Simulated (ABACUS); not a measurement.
Wanted: the native input for an ABACUS 3.10.1 run.

```
Task                                          : single point
Functional                                    : PBE
Potentials or basis                           : PseudoDojo NC SR 0.4.1 PBE standard
Cutoff                                        : 1361 eV
Density cutoff                                : 5442 eV
Basis                                         : TZDP LCAO (the cutoffs set its grid)
k mesh                                        : 8 × 8 × 8
Occupations                                   : fermi-dirac, width 0.05 eV
Spin                                          : no spin polarisation
Orbital files                                 : Sb Sb_confined-atom_8au_3s3p3d1f.orb
Radial cutoff of the potentials (pseudo_rcut) : 10 bohr
SCF threshold on the density                  : 1e-07
Max SCF steps                                 : 100
Eigensolver                                   : genelpa
Mixing                                        : broyden
Mixing share                                  : 0.7
Symmetry key                                  : 1
Bands                                         : 19
```

Crystal: Sb.

```xyz
2
Lattice="2.1542 1.2437 3.7580 -2.1542 1.2437 3.7580 0.0000 -2.4875 3.7580" Properties=species:S:1:pos:R:3 pbc="T T T"
Sb    0.0000    0.0000    8.6416
Sb    0.0000    0.0000    2.6324
```

The input as run:

INPUT

```
INPUT_PARAMETERS
suffix              Sb
calculation         scf
basis_type          lcao
pseudo_dir          ./
orbital_dir         ./
symmetry            1
dft_functional      pbe
ecutwfc             100
pseudo_rcut         10
nspin               1
nbands              19
ks_solver           genelpa
smearing_method     fd
smearing_sigma      0.00367493
scf_thr             1e-07
scf_nmax            100
mixing_type         broyden
mixing_beta         0.7
cal_force           1
cal_stress          1
out_mul             1
```

STRU

```
ATOMIC_SPECIES
Sb 121.7600 Sb.upf

NUMERICAL_ORBITAL
Sb_confined-atom_8au_3s3p3d1f.orb

LATTICE_CONSTANT
1.8897261246

LATTICE_VECTORS
2.1542000000 1.2437279499 3.7580000000
-2.1542000000 1.2437279499 3.7580000000
0.0000000000 -2.4874558998 3.7580000000

ATOMIC_POSITIONS
Direct

Sb
0.0
2
0.7665100000 0.7665100000 0.7665100000 1 1 1
0.2334900000 0.2334900000 0.2334900000 1 1 1
```

KPT

```
K_POINTS
0
Gamma
8 8 8 0 0 0
```

Potentials or basis: PseudoDojo NC SR 0.4.1 PBE standard, TZDP LCAO (the cutoffs set its grid).

Run with:

```console
$ OMP_NUM_THREADS=1 mpirun -np 4 abacus > log
```

Results of the run:

The pressure is 3.2 GPa and the largest force is 0.208 eV/Å. The band gap on the k mesh is none (metal or under the smearing width).

Caveat: the atomic orbitals were generated for these runs and aren't a published set; the basis of atomic orbitals isn't converged, which shifts pressures, moduli and gaps.

Wall time 13 s on 4 MPI ranks on AMD EPYC 7B13 (Zen 3), with other jobs on the host, peak memory 0.48 GiB a rank.
